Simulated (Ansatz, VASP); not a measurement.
**One calculation of Al, two programs**

```
Al
1.0
     0.00000    2.01996    2.01996
     2.01996    0.00000    2.01996
     2.01996    2.01996    0.00000
Al
1
Direct
  0.00000 0.00000 0.00000
```

Alike in both runs: task single point; functional PBE; k mesh 13 × 13 × 13; occupations gaussian, width 0.03 eV; no spin polarisation.

|  | VASP | Ansatz |
| --- | --- | --- |
| version | VASP 6.6.1 | Ansatz 0.2.0 |
| potentials or method | VASP PAW PBE potentials, release 64 (Al) | plane waves (420 eV) with PAW, scalar-relativistic |
| plane-wave cutoff (eV) | 520 | 420 |
| valence electrons in the cell | 3 | 3 |

Ansatz gave:

| Property | Result |
| --- | --- |
| pressure (GPa) | 0.1 |

Task: Estimate VASP's values.

Result: Pressure (GPa): 0.0.
